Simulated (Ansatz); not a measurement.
# Zr in Ansatz: projected density of states with PBE

Aim: the projected density of states of Zr with PBE.

All numbers are computed with Ansatz 0.2.0; they aren't measurements. Logs are shortened: lines on timing, memory, paths and dates and some standing lists are left out, and cuts for length are marked.

### Step 1. The undisturbed slab

The cell holds a slab with vacuum, 5 atoms: a = 3.135 Å, b = 3.135 Å, c = 25.239 Å, α = 90.00°, β = 90.00°, γ = 109.47°.

The slab is cut from a database's or a generator's crystal, which needn't be the stable form of the element.

### Step 2. Projected density of states, PBE (the (1 1 0) slab of Zr, cut from the database cell, not relaxed)

Contents of input.yaml:

```yaml
crystal:
  lattice:
    - [3.1350119617, 0.0, 0.0]
    - [-1.0450039872, 2.955717623, 0.0]
    - [0.0, 0.0, 25.2389061916]
  atoms:
    - { symbol: Zr, position: [0.5, 0.5, 0.2971602629] }
    - { symbol: Zr, position: [0.0, 0.0, 0.3985801315] }
    - { symbol: Zr, position: [0.5, 0.5, 0.5] }
    - { symbol: Zr, position: [0.0, 0.0, 0.6014198685] }
    - { symbol: Zr, position: [0.5, 0.5, 0.7028397371] }
kpoints:
  mp_grid: { grid: [9, 9, 1] }
  band_path:
    path:
      - [0.0, 0.0, 0.0]
      - [0.375, 0.375, 0.0]
      - [0.0, 0.5, 0.0]
      - [0.0, 0.5, 0.5]
      - [0.375, 0.375, 0.5]
      - [0.0, 0.0, 0.5]
      - [0.0, 0.0, 0.0]
      - [-0.5, 0.5, 0.0]
    npoints: 10
scf:
  occupations: { method: fermi_dirac, width: 0.05 }
hamiltonian:
  xc: pbe
  pseudopotentials: { kind: all_electron, lapw: { basis_error: 0.002 } }
output:
  forces: true
  stress: true
  eigenvalues: true
  fatbands: false
  dos: { projected: true, de: 0.1, e_range: [-10, 6] }
  populations: true
```

Potentials or basis: all-electron LAPW, scalar-relativistic.

Launch:

```bash
> ansatz run input.yaml --threads 8 --pin off --max-ram 28672MiB --backend cpu --events-out ev --progress --plain --runs-dir out
```

Log:

```text
Warning: RAYON_NUM_THREADS=8 ignored (pool sized by the plan → 8); use --threads N
Zr: projections on atomic orbitals take those of the free atom 1s2 2s2 2p6 3s2 3p6 3d10 4s2 4p6 4d2 5s2, of charge +0.00 (hamiltonian.pseudopotentials.projection_atoms)
LAPW: plane waves up to 6.440 Å⁻¹, error target 2.0e-3 eV per atom; small_component_spin mean_spin; Zr in spheres of 1.568 Å, 22 of its electrons in bands, Dirac shells [] (how accurate: hamiltonian.pseudopotentials.lapw.basis_error, Limitations)
Engine: ansatz 0.2.0, x86_64-unknown-linux-gnu
Pseudopotentials: kind: all_electron
Pseudopotential: Zr, LAPW, valence charge 22, lapw/all_electron/scalar/gaussian/Zr, Koelling and Harmon's equation, gaussian nucleus
Functional definition: PBE
  parameter kappa = 0.804
  parameter beta = 0.06672455060314922
  exchange = pbe_x(kappa = kappa, mu = beta*pi^2/3)
  correlation = pbe_c(beta = beta)
Crystal: 5 atoms, lattice volume = 233.869 Å³
Basis set: ecut = 158.03450041970538 eV, 1061 PW (Γ), exchange–correlation at level 2
Bands: 66, of which v1, the nominal top of the filled ones, is band 55 counted from 1 (54 counted from 0)
Symmetry: 8 space group operations
Space group: Cmmm (ITA 65), of the structure as read, at distance tolerance 6.2e-5 Å
k-points: 25 of 81
Non-local potential: Zr, projectors of the file, none
Initial density: superposition of atomic densities (neutral atoms: chi_scale 0, normalization atom)
Initial wavefunctions: plane waves of lowest kinetic energy (no species holds an atomic orbital)
Functional: x = pbe(κ = 0.804, μ = 0.2195149727645171), c = pbe(β = 0.06672455060314922)
iter 1 solved again at ethr=7.95e-2 eV; its pass at ethr=1.00e-1 eV (dr2=8.75e1 eV) is discarded
SCF iter   1: F=—  HF=-489637.033064 eV  |F-HF|=—  |Δ(HF+E_count)|=         —  Δρ=3.23e-2  dr2=8.75e1  ethr=7.95e-2  ⟨swp⟩=2.0  Hψ=9462  notcnv=0
preconditioner: auto → LDOS  [metal: Δε(μ)=0.027 eV  Ē_g=3.528 eV  σ=0.050 eV  W_gap=0.13  n_scr=54 (ndim 8)  ℏωp=10.9 eV  f_vac=0.438  D(μ)=8.62/eV (n_scr^D=78)  β→1.0]
SCF iter   2: F=—  HF=-489640.351460 eV  |F-HF|=—  |Δ(HF+E_count)|=    3.32e0  Δρ=4.79e-2  dr2=2.70e2  ethr=7.95e-2  ⟨swp⟩=4.0  Hψ=5157  notcnv=0  defer=4  recentre
SCF iter   3: F=—  HF=-489634.073711 eV  |F-HF|=—  |Δ(HF+E_count)|=    6.28e0  Δρ=1.78e-2  dr2=2.90e1  ethr=7.95e-2  ⟨swp⟩=2.1  Hψ=4779  notcnv=0
SCF iter   4: F=—  HF=-489633.412771 eV  |F-HF|=—  |Δ(HF+E_count)|=   6.61e-1  Δρ=7.67e-3  dr2=4.42e0  ethr=2.64e-2  ⟨swp⟩=2.1  Hψ=4645  notcnv=0
SCF iter   5: F=—  HF=-489633.342688 eV  |F-HF|=—  |Δ(HF+E_count)|=         —  Δρ=4.25e-3  dr2=1.16e0  ethr=4.02e-3  ⟨swp⟩=2.0  Hψ=5383  notcnv=0  defer=1
the basis was enlarged: its passes take 622.7 KiB over the memory plan, 8 of 8 planned eigensolver slots
iter 6 solved again at ethr=1.06e-5 eV; its pass at ethr=1.05e-3 eV (dr2=1.16e-2 eV) is discarded
SCF iter   6: F=—  HF=-489633.321256 eV  |F-HF|=—  |Δ(HF+E_count)|=   2.14e-2  Δρ=1.04e-3  dr2=1.19e-2  ethr=1.06e-5  ⟨swp⟩=2.4  Hψ=8849  notcnv=0
SCF iter   7: F=—  HF=-489633.319315 eV  |F-HF|=—  |Δ(HF+E_count)|=   1.94e-3  Δρ=3.09e-4  dr2=8.85e-4  ethr=1.06e-5  ⟨swp⟩=2.7  Hψ=5222  notcnv=0
SCF iter   8: F=—  HF=-489633.319939 eV  |F-HF|=—  |Δ(HF+E_count)|=   6.24e-4  Δρ=1.17e-4  dr2=2.47e-4  ethr=8.05e-7  ⟨swp⟩=3.2  Hψ=5391  notcnv=0
SCF iter   9: F=—  HF=-489633.319946 eV  |F-HF|=—  |Δ(HF+E_count)|=   7.35e-6  Δρ=5.01e-5  dr2=3.01e-4  ethr=2.25e-7  ⟨swp⟩=2.3  Hψ=5201  notcnv=0
SCF iter  10: F=—  HF=-489633.319971 eV  |F-HF|=—  |Δ(HF+E_count)|=   2.44e-5  Δρ=3.20e-5  dr2=3.94e-5  ethr=2.25e-7  ⟨swp⟩=2.9  Hψ=5273  notcnv=0
SCF iter  11: F=—  HF=-489633.319975 eV  |F-HF|=—  |Δ(HF+E_count)|=   4.77e-6  Δρ=1.38e-5  dr2=9.53e-6  ethr=3.58e-8  ⟨swp⟩=2.1  Hψ=5189  notcnv=0
SCF iter  12: F=—  HF=-489633.319977 eV  |F-HF|=—  |Δ(HF+E_count)|=   1.65e-6  Δρ=4.90e-6  dr2=5.92e-7  ethr=8.67e-9  ⟨swp⟩=2.2  Hψ=5190  notcnv=0
SCF iter  13: F=-489633.319977 eV  HF=-489633.319977 eV  |F-HF|=6.87e-9  |Δ(HF+E_count)|=   2.12e-7  Δρ=1.16e-6  dr2=1.66e-8  ethr=5.38e-10  ⟨swp⟩=2.9  Hψ=5290  notcnv=0
SCF 1 converged in 13 iterations: F = -489633.319977 eV  dr2 = 1.66e-8
NSCF: frozen V_eff on 71 k-points
SCF converged after 13 iterations
Free energy (F): -489633.319977 eV
Harris-Foulkes:  -489633.319977 eV  (|F-HF|=6.87e-9)
Internal energy: -489633.225319 eV  (E = F + TS)
E sigma→0 (E₀):  -489633.272648 eV
Entropy (-TS):   -0.094658 eV (-18.932 meV/atom)
Fermi energy:    5.825425 eV
--- Per-component energies (eV) ---
  E_band       = -9099.246983
  E_kinetic    = 505731.917273
  E_xc         = -15550.643438
  E_electrostatic = -979814.499154  (all electrons and nuclei)
  E_smearing   = -0.094658  (= −TS)
  E_closure    = 0.000000  (closes the sum)
  E_atoms      = -489599.057702  (free atoms, spherical and without spin; not in F)
  Σ components = -489633.319977   (vs F -489633.319977, Δ=0.00e0)
  Basis errors (estimates in eV, not in F): energy 6.1e-4 per atom: plane waves 5.5e-4 (3.1e-4 summed), levels above the bands 2.1e-23, relativity 5.9e-8, radial functions 5.9e-5, core shells 8.8e-7; eigenvalues (radial functions only) 1.3e-6; not estimated: angular momenta, meshes, grids; target (lapw.basis_error) 2.0e-3; muffin-tin radii Zr 1.568 Å
--- Forces (eV/Å), atoms counted from 1 ---
  atom   1  Zr     0.00000000     0.00000000     0.59036302
  atom   2  Zr     0.00000000    -0.00000000    -0.48363519
  atom   3  Zr     0.00000000     0.00000000     0.00000000
  atom   4  Zr     0.00000000    -0.00000000     0.48363519
  atom   5  Zr     0.00000000    -0.00000000    -0.59036302
  max |Σ_I F_I| component: 3.31e-24 eV/Å
--- Stress (GPa, compression-positive) ---
       -3.353688      -0.092533       0.000000
       -0.092533      -3.419119       0.000000
        0.000000       0.000000      -2.443195
  P = ⅓ Tr σ = -3.0720 GPa (-30.720 kbar)
--- Band table (eV; the first three rows and the last of 25) ---
  k-point 0: bands = ["-163.0743", "-163.0743", "-163.0699", "-163.0699", "-163.0685", "-163.0685", "-163.0606", "-163.0606", "-163.0585", "-163.0585", "-162.6202", "-162.6202", "-162.6183", "-162.6183", "-162.6182", "-162.6182", "-162.6168", "-162.6159", "-162.6150", "-162.6147", "-162.6135", "-162.6133", "-162.6133", "-162.6092", "-162.6092", "-43.0045", "-43.0044", "-42.6477", "-42.5920", "-42.5479", "-21.2306", "-21.1975", "-20.9063", "-20.7313", "-20.7305", "-20.5766", "-20.5766", "-20.5715", "-20.4473", "-20.3307", "-20.3153", "-20.2429", "-20.2241", "-20.2234", "-20.2147", "0.7613", "1.3948", "2.1797", "2.8509", "3.1133", "5.2839", "5.4803", "5.8202", "5.8426", "5.8707", "6.3467", "6.5245", "6.5699", "6.7947", "6.8848", "7.0728", "7.1797", "7.8172", "8.7825", "8.7953", "8.8208"]
  k-point 1: bands = ["-163.0743", "-163.0743", "-163.0699", "-163.0699", "-163.0685", "-163.0685", "-163.0606", "-163.0606", "-163.0585", "-163.0585", "-162.6202", "-162.6202", "-162.6183", "-162.6183", "-162.6182", "-162.6182", "-162.6168", "-162.6159", "-162.6150", "-162.6147", "-162.6135", "-162.6133", "-162.6133", "-162.6092", "-162.6092", "-42.9961", "-42.9961", "-42.6368", "-42.5841", "-42.5428", "-21.2088", "-21.1845", "-20.9131", "-20.7896", "-20.7669", "-20.6127", "-20.6122", "-20.5928", "-20.4606", "-20.3985", "-20.3039", "-20.2961", "-20.2596", "-20.2552", "-20.2328", "1.0586", "1.6775", "2.4572", "3.1401", "3.4061", "5.3201", "5.4977", "5.7702", "5.8352", "5.8719", "6.2487", "6.3123", "6.4250", "6.6670", "6.6890", "7.0114", "7.2238", "7.9869", "8.6249", "8.6406", "8.8211"]
  k-point 2: bands = ["-163.0743", "-163.0743", "-163.0699", "-163.0699", "-163.0685", "-163.0685", "-163.0606", "-163.0606", "-163.0585", "-163.0585", "-162.6202", "-162.6202", "-162.6183", "-162.6183", "-162.6182", "-162.6182", "-162.6168", "-162.6159", "-162.6150", "-162.6147", "-162.6135", "-162.6133", "-162.6133", "-162.6092", "-162.6092", "-42.9749", "-42.9749", "-42.6081", "-42.5642", "-42.5310", "-21.1583", "-21.1555", "-20.9902", "-20.9648", "-20.8605", "-20.7071", "-20.6544", "-20.6452", "-20.5555", "-20.5321", "-20.4229", "-20.3439", "-20.3039", "-20.2597", "-20.2421", "1.8493", "2.3836", "3.0837", "3.7633", "4.1008", "5.2663", "5.3765", "5.7171", "5.7230", "5.7567", "5.9505", "5.9968", "6.0185", "6.2666", "6.2700", "7.5267", "7.5270", "8.5174", "8.6844", "8.7615", "8.8347"]
  k-point 24: bands = ["-163.0743", "-163.0743", "-163.0699", "-163.0699", "-163.0685", "-163.0685", "-163.0606", "-163.0606", "-163.0585", "-163.0585", "-162.6202", "-162.6202", "-162.6183", "-162.6183", "-162.6182", "-162.6182", "-162.6168", "-162.6159", "-162.6150", "-162.6147", "-162.6135", "-162.6133", "-162.6133", "-162.6092", "-162.6092", "-42.8882", "-42.8882", "-42.5183", "-42.4769", "-42.4459", "-21.3242", "-21.3234", "-21.0521", "-21.0373", "-21.0357", "-21.0330", "-21.0230", "-20.9545", "-20.8589", "-20.7650", "-20.7216", "-20.6308", "-20.5289", "-20.4766", "-20.2940", "3.3282", "3.6002", "3.6397", "3.7746", "3.9306", "4.0608", "4.1726", "4.9376", "5.4979", "5.9723", "6.1918", "7.2755", "7.3160", "7.6048", "7.9509", "8.1322", "8.6945", "8.7378", "8.9282", "10.0203", "10.3065"]
--- Löwdin populations: 5 sites ---
  site symbol       q [e]
     0     Zr     39.9457
     1     Zr     39.9270
     2     Zr     39.9536
     3     Zr     39.9270
     4     Zr     39.9457
  spilling = 0.001504 (of n_electrons = 200.000000)
```

It took 40 s on 8 threads of Intel Xeon at 2.50GHz (Skylake/Cascade Lake), shared host; peak memory 0.87 GiB.

What came out:

* Free energy: -489633.3200 eV
* Largest force: 0.590 eV/Å
* Band gap along the path: none (metal or under the smearing width)
* Work function: 4.06 eV

Forces on the atoms (eV/Å):
```
Zr   0.000  0.000  0.590
Zr   0.000  0.000 -0.484
Zr   0.000  0.000  0.000
Zr   0.000  0.000  0.484
Zr   0.000  0.000 -0.590
```

Levels at the corners of the path, in eV from the Fermi level:
```csv
point,band 53,band 54,band 55,band 56,band 57,band 58
Γ,-0.01,0.02,0.05,0.52,0.70,0.74
X,-0.69,-0.66,-0.54,0.05,0.06,0.86
S,-0.57,-0.55,-0.53,0.19,0.37,0.85
R,-0.57,-0.55,-0.53,0.19,0.37,0.85
A,-0.69,-0.66,-0.54,0.05,0.06,0.86
Z,-0.01,0.02,0.05,0.52,0.70,0.74
Γ,-0.01,0.02,0.05,0.52,0.70,0.74
Y,-0.88,-0.37,0.24,0.33,1.42,1.72
```

States per cell in windows of 0.5 eV (zero at the Fermi level; states under -8 eV left out):
| from (eV) | total | Zr1 4d | Zr5 4d | Zr2 4d | Zr4 4d | Zr3 4d | Zr1 5s |
| --- | --- | --- | --- | --- | --- | --- | --- |
| -8.0 | 0.00 | 0.00 | 0.00 | 0.00 | 0.00 | 0.00 | 0.00 |
| -7.5 | 0.00 | 0.00 | 0.00 | 0.00 | 0.00 | 0.00 | 0.00 |
| -7.0 | 0.00 | 0.00 | 0.00 | 0.00 | 0.00 | 0.00 | 0.00 |
| -6.5 | 0.00 | 0.00 | 0.00 | 0.00 | 0.00 | 0.00 | 0.00 |
| -6.0 | 0.00 | 0.00 | 0.00 | 0.00 | 0.00 | 0.00 | 0.00 |
| -5.5 | 0.01 | 0.00 | 0.00 | 0.00 | 0.00 | 0.00 | 0.00 |
| -5.0 | 0.14 | 0.00 | 0.00 | 0.00 | 0.00 | 0.00 | 0.01 |
| -4.5 | 0.29 | 0.00 | 0.00 | 0.00 | 0.00 | 0.00 | 0.04 |
| -4.0 | 0.39 | 0.01 | 0.01 | 0.01 | 0.01 | 0.01 | 0.06 |
| -3.5 | 0.63 | 0.02 | 0.02 | 0.02 | 0.02 | 0.03 | 0.10 |
| -3.0 | 1.33 | 0.07 | 0.07 | 0.13 | 0.13 | 0.16 | 0.14 |
| -2.5 | 2.45 | 0.22 | 0.22 | 0.39 | 0.39 | 0.40 | 0.16 |
| -2.0 | 3.58 | 0.50 | 0.50 | 0.66 | 0.66 | 0.58 | 0.15 |
| -1.5 | 1.84 | 0.34 | 0.34 | 0.33 | 0.33 | 0.28 | 0.05 |
| -1.0 | 4.30 | 0.83 | 0.83 | 0.77 | 0.77 | 0.89 | 0.03 |
| -0.5 | 5.56 | 1.21 | 1.21 | 0.86 | 0.86 | 0.85 | 0.10 |
| 0.0 | 5.05 | 0.95 | 0.95 | 0.74 | 0.74 | 0.83 | 0.12 |
| 0.5 | 3.24 | 0.60 | 0.60 | 0.47 | 0.47 | 0.46 | 0.09 |
| 1.0 | 1.76 | 0.38 | 0.38 | 0.23 | 0.23 | 0.27 | 0.03 |
| 1.5 | 2.18 | 0.60 | 0.60 | 0.26 | 0.26 | 0.21 | 0.03 |
| 2.0 | 2.39 | 0.57 | 0.57 | 0.36 | 0.36 | 0.30 | 0.02 |
| 2.5 | 3.47 | 0.70 | 0.70 | 0.63 | 0.63 | 0.56 | 0.02 |
| 3.0 | 2.93 | 0.62 | 0.62 | 0.56 | 0.56 | 0.40 | 0.02 |
| 3.5 | 0.31 | 0.05 | 0.05 | 0.07 | 0.07 | 0.05 | 0.00 |
| 4.0 | 0.12 | 0.02 | 0.02 | 0.02 | 0.02 | 0.02 | 0.00 |
| 4.5 | 0.00 | 0.00 | 0.00 | 0.00 | 0.00 | 0.00 | 0.00 |

Caveat: the density of states is complete only up to the lowest level of the last band computed.
